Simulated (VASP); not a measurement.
# Ru (P6_3/mmc) in VASP: further runs, part 2 of 2

VASP 6.6.1. The steps go on from the part before.

### Step 3. Electrostatic potential, PBE

This run uses another cell than the first one, of 13.76 Å³/atom, 1.033 times its volume.

Input file INCAR:

```
PREC = Accurate
ENCUT = 700
EDIFF = 1E-7
ISMEAR = 1
SIGMA = 0.1
LREAL = F
LASPH = T
NELM = 100
ALGO = Fast
ISIF = 2
LWAVE = F
LCHARG = T
GGA = PE
LVHAR = T
```

Input file KPOINTS:

```
Automatic mesh
0
Gamma
  18 18 10
```

Input file POSCAR:

```
Ru                                      
1.0
    2.7195781324     -0.0000000000     -0.0000000000
   -1.3597890662      2.3552237541      0.0000000000
   -0.0000000000      0.0000000000      4.2969642087
  Ru            
     2
Direct
     0.3333333300000021    0.6666666699999979    0.2500000000000000
     0.6666666699999979    0.3333333300000021    0.7500000000000000
```

Potentials or basis: VASP PAW PBE potentials, release 64 (Ru_pv).

On the command line:

```bash
$ cat potpaw_PBE.64/Ru_pv/POTCAR > POTCAR
$ mpirun -np 1 vasp_std > vasp.out
```

OUTCAR:

```text
PREC = Accurate
   ENCUT = 700
   EDIFF = 1E-7
   ISMEAR = 1
   LREAL = F
   LASPH = T
   NELM = 100
   ISIF = 2
   GGA = PE

 ion  position               nearest neighbor table
   1  0.333  0.667  0.250-   2 2.66   2 2.66   2 2.66   2 2.66   2 2.66   2 2.66
   2  0.667  0.333  0.750-   1 2.66   1 2.66   1 2.66   1 2.66   1 2.66   1 2.66

  LATTYP: Found a hexagonal cell.
 ALAT       =     2.7195781324
 C/A-ratio  =     1.5800113104

  Lattice vectors:

 A1 = (   2.7195781324,   0.0000000000,   0.0000000000)
 A2 = (  -1.3597890662,   2.3552237541,   0.0000000000)
 A3 = (   0.0000000000,   0.0000000000,   4.2969642087)

Analysis of symmetry for initial positions (statically):
=====================================================================
 Subroutine PRICEL returns:
 Original cell was already a primitive cell.

 Routine SETGRP: Setting up the symmetry group for a
 hexagonal supercell.

 Subroutine GETGRP returns: Found 24 space group operations
 (whereof 12 operations were pure point group operations)
 out of a pool of 24 trial point group operations.

The static configuration has the point symmetry D_3d.
 The point group associated with its full space group is D_6h.

Analysis of symmetry for dynamics (positions and initial velocities):
=====================================================================
 Subroutine PRICEL returns:
 Original cell was already a primitive cell.

 Routine SETGRP: Setting up the symmetry group for a
 hexagonal supercell.

 Subroutine GETGRP returns: Found 24 space group operations
 (whereof 12 operations were pure point group operations)
 out of a pool of 24 trial point group operations.

The dynamic configuration has the point symmetry D_3d.
 The point group associated with its full space group is D_6h.

 Subroutine INISYM returns: Found 24 space group operations
 (whereof 12 operations are pure point group operations),
 and found     1 'primitive' translations

----------------------------------------------------------------------------------------

                                     Primitive cell

  volume of cell :      27.5230

  direct lattice vectors                    reciprocal lattice vectors
     2.719578132  0.000000000  0.000000000     0.367704089  0.212294054  0.000000000
    -1.359789066  2.355223754  0.000000000     0.000000000  0.424588109  0.000000000
     0.000000000  0.000000000  4.296964209     0.000000000  0.000000000  0.232722441

  length of vectors
     2.719578132  2.719578136  4.296964209     0.424588110  0.424588109  0.232722441

  position of ions in fractional coordinates (direct lattice)
     0.333333330  0.666666670  0.250000000
     0.666666670  0.333333330  0.750000000

  ion indices of the primitive-cell ions
   primitive index   ion index
                 1           1
                 2           2

----------------------------------------------------------------------------------------

 KPOINTS: Automatic mesh

Automatic generation of k-mesh.
 Grid dimensions read from file:
 generate k-points for:   18   18   10

 Generating k-lattice:

  Cartesian coordinates                     Fractional coordinates (reciprocal lattice)
     0.020428005  0.011794114  0.000000000     0.055555556 -0.000000000  0.000000000
     0.000000000  0.023588228  0.000000000     0.000000000  0.055555556  0.000000000
     0.000000000  0.000000000  0.023272244     0.000000000  0.000000000  0.100000000

  Length of vectors
     0.023588228  0.023588228  0.023272244

  Shift w.r.t. Gamma in fractional coordinates (k-lattice)
     0.000000000  0.000000000  0.000000000

 Subroutine IBZKPT returns following result:
 ===========================================

 Found    222 irreducible k-points:

 Following reciprocal coordinates:
            Coordinates               Weight
  0.000000  0.000000  0.000000      1.000000
  0.055556  0.000000  0.000000      6.000000
  0.111111  0.000000  0.000000      6.000000
  0.166667  0.000000  0.000000      6.000000
  0.222222  0.000000  0.000000      6.000000
  0.277778  0.000000  0.000000      6.000000
[... 16 lines left out ...]
  0.333333  0.111111  0.000000     12.000000
  0.388889  0.111111  0.000000     12.000000
 [... further k-points ...]
   k-points           NKPTS =    222   k-points in BZ     NKDIM =    222   number of bands    NBANDS=     18
   number of dos      NEDOS =    301   number of ions     NIONS =      2
   total plane-waves  NPLWV =  23040
   dimension x,y,z NGX =    24 NGY =   24 NGZ =   40
   dimension x,y,z NGXF=    48 NGYF=   48 NGZF=   80
   ions per type =               2
   NGX,Y,Z   is equivalent  to a cutoff of  14.67, 14.67, 15.48 a.u.
   NGXF,Y,Z  is equivalent  to a cutoff of  29.34, 29.34, 30.95 a.u.
 SYSTEM =  unknown system
   PREC   = accura    normal or accurate (medium, high low for compatibility)
   ISTART =      0    job   : 0-new  1-cont  2-samecut
   ICHARG =      2    charge: 1-file 2-atom 10-const
   ISPIN  =      1    spin polarized calculation?
   LNONCOLLINEAR =      F non collinear calculations
   LSORBIT =      F    spin-orbit coupling
   LASPH  =      T    aspherical Exc in radial PAW
   ENCUT  =  700.0 eV  51.45 Ry    7.17 a.u.   5.87  5.87  9.27*2*pi/ulx,y,z
   NELM   =    100;   NELMIN=  2; NELMDL= -5     # of ELM steps
   EDIFF  = 0.1E-06   stopping-criterion for ELM
   LREAL  =      F    real-space projection
   EDIFFG = 0.1E-05   stopping-criterion for IOM
   NSW    =      0    number of steps for IOM
   IBRION =     -1    ionic relax: 0-MD 1-quasi-New 2-CG
   NFREE  =      0    steps in history (QN), initial steepest desc. (CG)
   ISIF   =      2    stress and relaxation
   ISYM   =      2    0-nonsym 1-usesym 2-fastsym
   POTIM  = 0.5000    time-step for ionic-motion
   TEBEG  =    0.0;   TEEND  =   0.0 temperature during run
   PSTRESS=    0.0 pullay stress
   NELECT =      28.0000    total number of electrons
   NUPDOWN=      -1.0000    fix difference up-down
   EMIN   =  10.00;   EMAX   =-10.00  energy-range for DOS
   EFERMI =   0.00;   METHOD = LEGACY
   ISMEAR =     1;   SIGMA  =   0.10  broadening in eV -4-tet -1-fermi 0-gaus
   EFERMI_NEDOS =   21; number of points for ismear=-14 and -15
   IALGO  =     68    algorithm
   IMIX   =      4    mixing-type and parameters
     AMIX     =   0.40;   BMIX     =  1.00
     AMIX_MAG =   1.60;   BMIX_MAG =  1.00
  volume/ion in A,a.u.               =      13.76        92.87
  Fermi-wavevector in a.u.,A,eV,Ry     =   1.646502  3.111438 36.884987  2.710970
  Thomas-Fermi vector in A             =   2.736120
   LORBIT       =      0    0 simple, 1 ext, 2 COOP (PROOUT), +10 PAW based schemes
   GGA     = PE    functional components
   LHFCALC =     F    Hartree Fock is set to
   AEXX    =    0.0000 exact exchange contribution
   IVDW    =     0    specifies the selected vdW correction
   LEPSILON=     F    determine dielectric tensor
   LRPA    =     F    only Hartree local field effects (RPA)
 non-spin polarized calculation
 RMM-DIIS sequential band-by-band and
 Methfessel and Paxton  Order N= 1 SIGMA  =   0.10
  energy-cutoff  :      700.00
  volume of cell :       27.52
 maximum number of plane-waves:      1182
 NGX is ok and might be reduce to    24
   NGX = 11   NGY = 11   NGZ = 19

 number of electron      28.0000003 magnetization

 Free energy of the ion-electron system (eV)
  ---------------------------------------------------
  ext. energy  EPLUGINS =         0.00000000
  ---------------------------------------------------
  free energy    TOTEN  =       -18.46770607 eV

  energy without entropy =      -18.46703971  energy(sigma->0) =      -18.46748395

 E-fermi :  12.5831     XC(G=0): -14.0353

 val. band max:       12.5795912364   @ k =   0.1667   0.0000   0.4000
 cond. band min:      12.5867270665   @ k =   0.1667   0.1111   0.3000
 fundamental gap:      0.0071358300
 Fermi energy:        12.5831378574

 k-point     1 :       0.0000    0.0000    0.0000
  band No.  band energies     occupation
      1     -31.0041      2.00000
      2     -30.1102      2.00000
      3     -30.1102      2.00000
      4     -29.9458      2.00000
      5     -29.9458      2.00000
      6     -29.9071      2.00000
[... 10 lines left out ...]
     17      13.7533     -0.00000
     18      13.8912     -0.00000
[... 466 lines left out ...]
      2     -30.5996      2.00000
      3     -30.5449      2.00000
      4     -30.3651      2.00000
      5     -30.1860      2.00000
      6     -30.1100      2.00000
[... 10 lines left out ...]
     17      16.2743      0.00000
     18      19.8838      0.00000

 [... further k-points ...]

------------------------ aborting loop because EDIFF is reached ----------------------------------------

  FORCE on cell =-STRESS in cart. coord.  units (eV):
  Direction    XX          YY          ZZ          XY          YZ          ZX
  --------------------------------------------------------------------------------------
  -------------------------------------------------------------------------------------
  Total       -0.0004672     -0.0004672      0.0087260      0.0000000      0.0000000     -0.0000000
  in kB       -0.0271975     -0.0271975      0.5079585      0.0000000      0.0000000     -0.0000000
  external PRESSURE =       0.1511878 kB  Pullay stress =       0.0000000 kB

 VOLUME and BASIS-vectors are now :
 -----------------------------------------------------------------------------
  energy-cutoff  :      700.00
  volume of cell :       27.52
      direct lattice vectors                 reciprocal lattice vectors
     2.719578132  0.000000000  0.000000000     0.367704089  0.212294054  0.000000000
    -1.359789066  2.355223754  0.000000000     0.000000000  0.424588109  0.000000000
     0.000000000  0.000000000  4.296964209     0.000000000  0.000000000  0.232722441

 POSITION                                       TOTAL-FORCE (eV/Angst)
 -----------------------------------------------------------------------------------
     -0.00000      1.57015      1.07424         0.000000     -0.000000      0.000000
      1.35979      0.78507      3.22272        -0.000000      0.000000      0.000000
 -----------------------------------------------------------------------------------
    total drift:                               -0.000004      0.000003     -0.000000

  FREE ENERGIE OF THE ION-ELECTRON SYSTEM (eV)
  ---------------------------------------------------
  free  energy   TOTEN  =       -18.4677060697 eV

  energy  without entropy=      -18.4670397063  energy(sigma->0) =      -18.46748395
```

stdout:

```text
POSCAR found type information on POSCAR Ru
 POSCAR found :  1 types and       2 ions
 scaLAPACK will be used
 LDA part: xc-table for (Slater+PW92), standard interpolation
 POSCAR, INCAR and KPOINTS ok, starting setup
 FFT: planning ... GRIDC
 FFT: planning ... GRID_SOFT
 FFT: planning ... GRID
 WAVECAR not read
 entering main loop
```

It took 49 s on 1 thread of Intel Xeon 6975P-C (Granite Rapids), shared host; peak memory 0.26 GiB.

Results:

- Free energy: -18.4677 eV
- Pressure: 0.0 GPa
- Band gap on the k mesh: none (metal or under the smearing width)
